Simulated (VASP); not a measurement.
# VASP 6.6.1 run: CaO

INCAR

```
GGA = PE
ISIF = 2
NBANDS = 15
ENCUT = 520
PREC = Accurate
EDIFF = 1E-7
LCHARG = .FALSE.
LASPH = .TRUE.
SIGMA = 0.02
NELM = 57
LWAVE = .FALSE.
NSW = 0
ALGO = Conjugate
LREAL = .FALSE.
IBRION = -1
ISMEAR = -1
```

KPOINTS

```
KPOINTS created by Atomic Simulation Environment
0
Gamma
10 10 10
0 0 0
```

POSCAR

```
Ca O
 1.0000000000000000
     0.0000000000000000    2.4455011158000000    2.3735746124000001
     2.4455011158000000    0.0000000000000000    2.3735746124000001
     2.4455011158000000    2.4455011158000000    0.0000000000000000
 Ca  O
   1   1
Cartesian
  0.0000000000000000  0.0000000000000000  0.0000000000000000
  2.4455011158000000  2.4455011158000000  2.3735746124000001
```

The recommended PBE PAW datasets give the neutral cell 16 valence electrons.

Command

```
mpirun -np 1 vasp_std
```

Task: Predict the outcome of this run.

Result: It converged. Results: gap between bands v and c on the k mesh 3.53 eV; least direct gap on the k mesh 4.00 eV; pressure 0.0 GPa. Band v is the last that the valence electrons fill when counted band by band, and c is the next.

OSZICAR

```
N       E                     dE             d eps       ncg     rms           ort
DAV:   1     0.124880287063E+03    0.12488E+03   -0.94854E+03  1530   0.115E+03
DAV:   2    -0.908981042153E+01   -0.13397E+03   -0.12494E+03  1530   0.290E+02
DAV:   3    -0.143815422005E+02   -0.52917E+01   -0.52572E+01  1530   0.600E+01
DAV:   4    -0.145136449278E+02   -0.13210E+00   -0.13203E+00  1530   0.847E+00
DAV:   5    -0.145147398823E+02   -0.10950E-02   -0.10949E-02  1530   0.760E-01
SDA:   6    -0.889107891929E+01    0.56237E+01   -0.10949E-02  1530   0.190E+02   0.000E+00
CGA:   7    -0.124655183585E+02   -0.35744E+01   -0.35572E+01  1530   0.716E+00  -0.537E+00
CGA:   8    -0.127227276374E+02   -0.25721E+00   -0.25783E+00  1530   0.255E+00  -0.472E-02
CGA:   9    -0.127880667632E+02   -0.65339E-01   -0.65550E-01  1530   0.275E-01  -0.347E-02
CGA:  10    -0.127969754258E+02   -0.89087E-02   -0.89017E-02  1530   0.241E-02   0.651E-04
CGA:  11    -0.127976853937E+02   -0.70997E-03   -0.70871E-03  1530   0.416E-03   0.199E-04
CGA:  12    -0.127978291670E+02   -0.14377E-03   -0.14498E-03  1530   0.110E-03  -0.111E-04
CGA:  13    -0.127978738993E+02   -0.44732E-04   -0.44097E-04  1530   0.254E-04   0.385E-05
CGA:  14    -0.127978836892E+02   -0.97899E-05   -0.98856E-05  1530   0.629E-05  -0.860E-06
CGA:  15    -0.127978860919E+02   -0.24026E-05   -0.24874E-05  1530   0.135E-05  -0.633E-06
CGA:  16    -0.127978865923E+02   -0.50044E-06   -0.53033E-06  1530   0.487E-06  -0.200E-06
CGA:  17    -0.127978867274E+02   -0.13513E-06   -0.13486E-06  1530   0.898E-07   0.126E-07
SDA:  18    -0.127978867974E+02   -0.69966E-07   -0.69215E-07  1530   0.355E-07  -0.295E-07
   1 F= -.12797887E+02 E0= -.12797887E+02  d E =-.913573E-11
```

Standard output (part)

```
POSCAR found type information on POSCAR CaO
 POSCAR found :  2 types and       2 ions
 LDA part: xc-table for (Slater+PW92), standard interpolation
 POSCAR, INCAR and KPOINTS ok, starting setup
 WAVECAR not read
 entering main loop
 gam= 0.000 g(H,U,f)=  0.111E+02 0.787E+01 0.613E-11 ort(H,U,f) = 0.000E+00 0.000E+00 0.000E+00
 gam= 0.000 trial= 0.400  step=  0.3742 mean=  0.4000
 gam= 0.038 g(H,U,f)=  0.538E+00 0.178E+00 0.240E-12 ort(H,U,f) =-0.192E+01 0.138E+01 0.484E-12
 gam= 0.038 trial= 0.397  step=  0.7409 mean=  0.3974
 gam= 0.356 g(H,U,f)=  0.215E+00 0.401E-01 0.883E-13 ort(H,U,f) =-0.118E+00 0.113E+00 0.275E-12
 gam= 0.356 trial= 0.432  step=  0.5175 mean=  0.4318
 gam= 0.108 g(H,U,f)=  0.270E-01 0.566E-03 0.975E-14 ort(H,U,f) =-0.853E-02 0.505E-02 0.222E-13
 gam= 0.108 trial= 0.440  step=  0.6555 mean=  0.4403
 gam= 0.087 g(H,U,f)=  0.217E-02 0.236E-03 0.118E-13 ort(H,U,f) = 0.240E-03-0.175E-03 0.247E-13
 gam= 0.087 trial= 0.462  step=  0.5879 mean=  0.4618
 gam= 0.173 g(H,U,f)=  0.353E-03 0.630E-04 0.348E-14 ort(H,U,f) =-0.966E-04 0.117E-03 0.688E-14
 gam= 0.173 trial= 0.474  step=  0.6912 mean=  0.4745
 gam= 0.264 g(H,U,f)=  0.793E-04 0.305E-04 0.543E-15 ort(H,U,f) =-0.600E-04 0.489E-04 0.140E-14
 gam= 0.264 trial= 0.496  step=  0.8253 mean=  0.4961
 gam= 0.232 g(H,U,f)=  0.226E-04 0.284E-05 0.203E-16 ort(H,U,f) =-0.220E-05 0.605E-05 0.128E-15
 gam= 0.232 trial= 0.529  step=  0.7510 mean=  0.5290
...
```

For comparison, a separate PBE run of the intended cell, on usual settings and not on those above, gives a gap of 3.53 eV on its mesh and a pressure of 0.0 GPa.
